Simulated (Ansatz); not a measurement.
# FeO (P4_2/mmc) in Ansatz: settings compared, part 2 of 2

Ansatz 0.2.0. The steps go on from the part before.

## 4. Projected density of states, PBEsol+U, collinear spin, ferromagnetic start

input.yaml reads:

```yaml
crystal:
  lattice:
    - [3.0458920022, 0.0, 0.0]
    - [0.0, 3.0458920022, 0.0]
    - [0.0, 0.0, 5.464211507]
  atoms:
    - { symbol: Fe, position: [0.5, 0.0, 0.5], spin: 3.0 }
    - { symbol: Fe, position: [0.0, 0.5, 0.0], spin: 3.0 }
    - { symbol: O, position: [0.5, 0.5, 0.25] }
    - { symbol: O, position: [0.5, 0.5, 0.75] }
hamiltonian:
  xc: pbesol
  pseudopotentials: { kind: paw }
  hubbard: { sites: [{ species: Fe, l: d, u_eff: 2.0 }] }
magnetization:
  spin_polarized: true
kpoints:
  mp_grid: { grid: [9, 9, 5] }
scf:
  occupations: { method: fermi_dirac, width: 0.05 }
  n_extra_bands: 10
output:
  forces: true
  stress: true
  eigenvalues: true
  dos: { projected: true, de: 0.05, nscf_kmesh: { grid: [14, 14, 8] } }
  write_density: true
  write_potential: true
  elf: true
  volumetric_format: npy
```

Run with:

```
$ ansatz run input.yaml --threads 2 --pin off --max-ram 5632MiB --backend cpu --events-out ev --progress --plain --runs-dir out
```

It took 70 s on 2 threads of Arm Neoverse V2, shared host; peak memory 1.2 GiB.

The run converged. Its results:

```
Free energy                          : -10015.6930 eV
Pressure                             : -6.9 GPa
Band gap on the k mesh               : none (metal or under the smearing width)
Net moment                           : 7.99 μB per cell
Absolute moment                      : 8.06 μB per cell
Site moments                         : Fe +3.39; O +0.24 μB
Density of states at the Fermi level : 0.14 states/eV per cell
```

Stress tensor (GPa, compression positive):
```
 -5.07   0.00   0.00
  0.00  -5.07   0.00
  0.00   0.00 -10.68
```

Levels at points of the mesh, in eV from the Fermi level:
Spin up:
| k point | band 23 | band 24 | band 25 | band 26 | band 27 | band 28 | band 29 | band 30 |
| --- | --- | --- | --- | --- | --- | --- | --- | --- |
| (0.00, 0.00, 0.00) | -3.65 | -3.20 | -0.48 | -0.48 | 0.16 | 4.25 | 6.03 | 11.91 |
Spin down:
```csv
k point,band 15,band 16,band 17,band 18,band 19,band 20,band 21,band 22
"(0.00, 0.00, 0.00)",-3.31,-3.19,-2.74,-2.53,0.04,1.29,1.42,1.42
```

States per cell in windows of 1 eV (zero at the Fermi level; states under -8 eV left out):
| from (eV) | up | down | Fe 3d down | Fe 3d up | O 2p down | O 2p up | Fe 4s up | Fe 4s down |
| --- | --- | --- | --- | --- | --- | --- | --- | --- |
| -8.0 | 1.61 | 0.05 | 0.01 | 0.73 | 0.03 | 0.77 | 0.10 | 0.01 |
| -7.0 | 2.50 | 0.84 | 0.10 | 1.34 | 0.62 | 1.06 | 0.05 | 0.10 |
| -6.0 | 1.87 | 1.66 | 0.22 | 1.29 | 1.28 | 0.53 | 0.02 | 0.12 |
| -5.0 | 4.34 | 2.25 | 0.42 | 3.86 | 1.75 | 0.37 | 0.08 | 0.03 |
| -4.0 | 2.73 | 1.18 | 0.12 | 1.30 | 1.02 | 1.23 | 0.14 | 0.01 |
| -3.0 | 1.11 | 0.75 | 0.58 | 0.63 | 0.06 | 0.41 | 0.05 | 0.10 |
| -2.0 | 0.97 | 0.59 | 0.49 | 0.37 | 0.03 | 0.53 | 0.02 | 0.07 |
| -1.0 | 0.73 | 0.69 | 0.61 | 0.24 | 0.03 | 0.48 | 0.00 | 0.03 |
| 0.0 | 0.03 | 1.96 | 1.82 | 0.00 | 0.06 | 0.00 | 0.01 | 0.02 |
| 1.0 | 0.13 | 4.25 | 3.94 | 0.01 | 0.19 | 0.02 | 0.05 | 0.05 |
| 2.0 | 0.63 | 1.83 | 1.23 | 0.02 | 0.37 | 0.09 | 0.18 | 0.08 |
| 3.0 | 0.53 | 0.77 | 0.17 | 0.02 | 0.13 | 0.09 | 0.21 | 0.13 |
| 4.0 | 0.67 | 0.51 | 0.08 | 0.02 | 0.10 | 0.10 | 0.31 | 0.17 |
| 5.0 | 0.10 | 0.67 | 0.06 | 0.00 | 0.10 | 0.01 | 0.04 | 0.28 |
| 6.0 | 0.28 | 0.13 | 0.00 | 0.00 | 0.01 | 0.02 | 0.06 | 0.04 |
| 7.0 | 0.45 | 0.30 | 0.00 | 0.00 | 0.01 | 0.02 | 0.08 | 0.06 |

Eigenvalues of the final occupation matrices:
```
  site  spin  trace               eigenvalues
site 1     1   4.94  0.96 0.99 1.00 1.00 1.00
site 1     2   1.26  0.05 0.06 0.07 0.21 0.87
site 2     1   4.94  0.96 0.99 1.00 1.00 1.00
site 2     2   1.26  0.05 0.06 0.07 0.21 0.87
```

Caveat: the magnetic or orbital state may not be the lowest; the pressure holds a Pulay correction of +0.5 GPa for the finite cutoff; only a ferromagnetic start was run, and an antiferromagnetic order may lie lower in energy; the PAW data sets come from PBE, with cores solved anew for the run's functional, which leaves a small shift of forces and pressure; the density of states is complete only up to the lowest level of the last band computed.

## 5. Projected density of states, PBEsol+U, collinear spin, ferromagnetic start

input.yaml: that of step 4 with these lines changed.

```diff
@@ -13,3 +13,3 @@
   pseudopotentials: { kind: paw }
-  hubbard: { sites: [{ species: Fe, l: d, u_eff: 2.0 }] }
+  hubbard: { sites: [{ species: Fe, l: d, u_eff: 3.0 }] }
 magnetization:
@@ -26,5 +26 @@
   dos: { projected: true, de: 0.05, nscf_kmesh: { grid: [14, 14, 8] } }
-  write_density: true
-  write_potential: true
-  elf: true
-  volumetric_format: npy
```

Run with:

```
$ ansatz run input.yaml --threads 2 --pin off --max-ram 5632MiB --backend cpu --events-out ev --progress --plain --runs-dir out
```

Wall time 47 s (2 threads of Arm Neoverse V2, shared host); peak memory 1.2 GiB.

The run converged. Its results:

```yaml
Free_energy: -10015.2337 eV
Pressure: -5.1 GPa
Band_gap_on_the_k_mesh: 0.24 eV, indirect (least direct gap 0.58 eV)
Net_moment: 8.00 μB per cell
Absolute_moment: 8.05 μB per cell
Site_moments: Fe +3.40; O +0.22 μB
```

Stress tensor (GPa, compression positive):
```
-3.60  0.00  0.00
 0.00 -3.60  0.00
 0.00  0.00 -8.09
```

Levels at points of the mesh, in eV from the valence-band top:
Spin up:
| k point | band 23 | band 24 | band 25 | band 26 | band 27 | band 28 | band 29 | band 30 |
| --- | --- | --- | --- | --- | --- | --- | --- | --- |
| (0.00, 0.00, 0.00) | -3.59 | -2.99 | -0.46 | -0.46 | 0.24 | 4.35 | 6.18 | 12.01 |
Spin down:
```csv
k point,band 16,band 17,band 18,band 19,band 20,band 21
"(0.00, 0.00, 0.00)",-3.14,-2.80,-2.56,0.60,1.66,1.83
```

States per cell in windows of 1 eV (zero at the valence-band top; states under -8 eV left out):
| from (eV) | up | down | Fe 3d down | Fe 3d up | O 2p down | O 2p up | Fe 4s up | Fe 4s down |
| --- | --- | --- | --- | --- | --- | --- | --- | --- |
| -8.0 | 1.89 | 0.01 | 0.00 | 1.03 | 0.01 | 0.75 | 0.08 | 0.00 |
| -7.0 | 2.37 | 0.50 | 0.06 | 1.45 | 0.36 | 0.83 | 0.05 | 0.07 |
| -6.0 | 3.43 | 1.57 | 0.20 | 2.99 | 1.19 | 0.39 | 0.02 | 0.14 |
| -5.0 | 2.75 | 2.24 | 0.39 | 2.19 | 1.76 | 0.42 | 0.09 | 0.04 |
| -4.0 | 2.44 | 1.52 | 0.22 | 1.03 | 1.25 | 1.20 | 0.14 | 0.02 |
| -3.0 | 1.30 | 1.01 | 0.66 | 0.53 | 0.23 | 0.69 | 0.05 | 0.10 |
| -2.0 | 0.92 | 0.56 | 0.46 | 0.31 | 0.04 | 0.54 | 0.02 | 0.06 |
| -1.0 | 0.80 | 0.59 | 0.51 | 0.22 | 0.04 | 0.55 | 0.00 | 0.03 |
| 0.0 | 0.02 | 0.17 | 0.16 | 0.00 | 0.00 | 0.00 | 0.01 | 0.00 |
| 1.0 | 0.11 | 4.08 | 3.76 | 0.01 | 0.14 | 0.02 | 0.04 | 0.07 |
| 2.0 | 0.42 | 2.95 | 2.51 | 0.02 | 0.22 | 0.07 | 0.14 | 0.08 |
| 3.0 | 0.63 | 1.46 | 0.75 | 0.02 | 0.31 | 0.10 | 0.20 | 0.10 |
| 4.0 | 0.79 | 0.51 | 0.11 | 0.02 | 0.10 | 0.13 | 0.37 | 0.14 |
| 5.0 | 0.08 | 0.82 | 0.08 | 0.00 | 0.13 | 0.01 | 0.03 | 0.34 |
| 6.0 | 0.25 | 0.10 | 0.00 | 0.00 | 0.01 | 0.02 | 0.06 | 0.03 |
| 7.0 | 0.39 | 0.28 | 0.00 | 0.00 | 0.02 | 0.02 | 0.07 | 0.06 |

Eigenvalues of the final occupation matrices:
```tsv
site	spin	trace	eigenvalues
site 1	1	4.95	0.96 0.99 1.00 1.00 1.00
site 1	2	1.24	0.04 0.04 0.06 0.20 0.90
site 2	1	4.95	0.96 0.99 1.00 1.00 1.00
site 2	2	1.24	0.04 0.04 0.06 0.20 0.90
```

Caveat: the magnetic or orbital state may not be the lowest; odd divisions of the mesh miss points on the zone boundary, where band edges often lie, so the gap on the mesh can be too wide; the pressure holds a Pulay correction of +0.5 GPa for the finite cutoff; only a ferromagnetic start was run, and an antiferromagnetic order may lie lower in energy; the PAW data sets come from PBE, with cores solved anew for the run's functional, which leaves a small shift of forces and pressure; the density of states is complete only up to the lowest level of the last band computed. A k mesh can miss the band edges.

## 6. Projected density of states, PBEsol+U, collinear spin, ferromagnetic start

input.yaml: that of step 5 with these lines changed.

```diff
@@ -13,3 +13,3 @@
   pseudopotentials: { kind: paw }
-  hubbard: { sites: [{ species: Fe, l: d, u_eff: 3.0 }] }
+  hubbard: { sites: [{ species: Fe, l: d, u_eff: 4.0 }] }
 magnetization:
```

Potentials or basis: Ansatz PAW.

Run with:

```
$ ansatz run input.yaml --threads 2 --pin off --max-ram 5632MiB --backend cpu --events-out ev --progress --plain --runs-dir out
```

It took 44 s on 2 threads of Arm Neoverse V2, shared host; peak memory 1.2 GiB.

It converged, with:

| Item | Value |
| --- | --- |
| Free energy | -10014.8253 eV |
| Pressure | -3.7 GPa |
| Band gap on the k mesh | 0.26 eV, indirect (least direct gap 0.73 eV) |
| Net moment | 8.00 μB per cell |
| Absolute moment | 8.04 μB per cell |
| Site moments | Fe +3.41; O +0.19 μB |

Stress tensor (GPa, compression positive):
```
-2.56  0.00  0.00
 0.00 -2.56  0.00
 0.00  0.00 -6.12
```

Levels at points of the mesh, in eV from the valence-band top:
Spin up:
```tsv
k point	band 23	band 24	band 25	band 26	band 27	band 28	band 29	band 30
(0.00, 0.00, 0.00)	-3.43	-2.82	-0.46	-0.46	0.26	4.42	6.27	12.09
```
Spin down:
```tsv
k point	band 15	band 16	band 17	band 18	band 19	band 20	band 21	band 22
(0.00, 0.00, 0.00)	-3.11	-3.02	-3.02	-2.43	1.06	1.70	2.33	2.55
```

States per cell in windows of 0.5 eV (zero at the valence-band top; states under -8 eV left out):
| from (eV) | up | down | Fe 3d down | Fe 3d up | O 2p down | O 2p up | Fe 4s up | Fe 4s down |
| --- | --- | --- | --- | --- | --- | --- | --- | --- |
| -8.0 | 0.74 | 0.00 | 0.00 | 0.44 | 0.00 | 0.27 | 0.03 | 0.00 |
| -7.5 | 1.87 | 0.00 | 0.00 | 1.26 | 0.00 | 0.56 | 0.04 | 0.00 |
| -7.0 | 1.12 | 0.08 | 0.01 | 0.76 | 0.06 | 0.32 | 0.03 | 0.01 |
| -6.5 | 0.91 | 0.32 | 0.04 | 0.65 | 0.23 | 0.23 | 0.01 | 0.04 |
| -6.0 | 2.46 | 0.78 | 0.10 | 2.26 | 0.58 | 0.17 | 0.01 | 0.08 |
| -5.5 | 1.88 | 0.75 | 0.09 | 1.73 | 0.57 | 0.11 | 0.03 | 0.07 |
| -5.0 | 0.92 | 0.84 | 0.11 | 0.69 | 0.68 | 0.18 | 0.03 | 0.03 |
| -4.5 | 0.75 | 1.20 | 0.21 | 0.32 | 0.95 | 0.33 | 0.08 | 0.02 |
| -4.0 | 1.29 | 1.03 | 0.21 | 0.49 | 0.79 | 0.67 | 0.09 | 0.02 |
| -3.5 | 0.90 | 0.84 | 0.26 | 0.30 | 0.54 | 0.54 | 0.04 | 0.03 |
| -3.0 | 1.05 | 0.84 | 0.38 | 0.30 | 0.40 | 0.69 | 0.04 | 0.05 |
| -2.5 | 0.27 | 0.34 | 0.25 | 0.09 | 0.05 | 0.16 | 0.01 | 0.04 |
| -2.0 | 0.43 | 0.28 | 0.22 | 0.13 | 0.03 | 0.26 | 0.01 | 0.03 |
| -1.5 | 0.45 | 0.30 | 0.25 | 0.12 | 0.03 | 0.31 | 0.01 | 0.02 |
| -1.0 | 0.66 | 0.40 | 0.34 | 0.16 | 0.04 | 0.49 | 0.00 | 0.02 |
| -0.5 | 0.09 | 0.00 | 0.00 | 0.02 | 0.00 | 0.07 | 0.00 | 0.00 |
| 0.0 | 0.00 | 0.00 | 0.00 | 0.00 | 0.00 | 0.00 | 0.00 | 0.00 |
| 0.5 | 0.02 | 0.00 | 0.00 | 0.00 | 0.00 | 0.00 | 0.01 | 0.00 |
| 1.0 | 0.03 | 0.19 | 0.17 | 0.00 | 0.00 | 0.01 | 0.02 | 0.01 |
| 1.5 | 0.07 | 1.20 | 1.08 | 0.00 | 0.03 | 0.01 | 0.03 | 0.03 |
| 2.0 | 0.12 | 2.86 | 2.59 | 0.01 | 0.10 | 0.02 | 0.04 | 0.08 |
| 2.5 | 0.26 | 2.31 | 2.08 | 0.01 | 0.11 | 0.04 | 0.08 | 0.05 |
| 3.0 | 0.51 | 0.98 | 0.66 | 0.01 | 0.14 | 0.08 | 0.13 | 0.05 |
| 3.5 | 0.15 | 0.97 | 0.55 | 0.01 | 0.20 | 0.03 | 0.06 | 0.05 |
| 4.0 | 0.52 | 0.36 | 0.11 | 0.02 | 0.07 | 0.09 | 0.25 | 0.06 |
| 4.5 | 0.28 | 0.24 | 0.06 | 0.01 | 0.05 | 0.05 | 0.13 | 0.07 |
| 5.0 | 0.04 | 0.55 | 0.06 | 0.00 | 0.09 | 0.00 | 0.01 | 0.22 |
| 5.5 | 0.04 | 0.31 | 0.02 | 0.00 | 0.04 | 0.00 | 0.02 | 0.13 |
| 6.0 | 0.09 | 0.03 | 0.00 | 0.00 | 0.00 | 0.01 | 0.03 | 0.01 |
| 6.5 | 0.14 | 0.06 | 0.00 | 0.00 | 0.00 | 0.01 | 0.03 | 0.02 |
| 7.0 | 0.17 | 0.12 | 0.00 | 0.00 | 0.01 | 0.01 | 0.03 | 0.03 |
| 7.5 | 0.21 | 0.15 | 0.00 | 0.00 | 0.01 | 0.01 | 0.04 | 0.03 |

Eigenvalues of the final occupation matrices:
| site | spin | trace | eigenvalues |
| --- | --- | --- | --- |
| site 1 | 1 | 4.95 | 0.96 0.99 1.00 1.00 1.00 |
| site 1 | 2 | 1.22 | 0.03 0.03 0.05 0.19 0.92 |
| site 2 | 1 | 4.95 | 0.96 0.99 1.00 1.00 1.00 |
| site 2 | 2 | 1.22 | 0.03 0.03 0.05 0.19 0.92 |

Caveat: the magnetic or orbital state may not be the lowest; odd divisions of the mesh miss points on the zone boundary, where band edges often lie, so the gap on the mesh can be too wide; the pressure holds a Pulay correction of +0.5 GPa for the finite cutoff; only a ferromagnetic start was run, and an antiferromagnetic order may lie lower in energy; the PAW data sets come from PBE, with cores solved anew for the run's functional, which leaves a small shift of forces and pressure; the density of states is complete only up to the lowest level of the last band computed. A k mesh can miss the band edges.
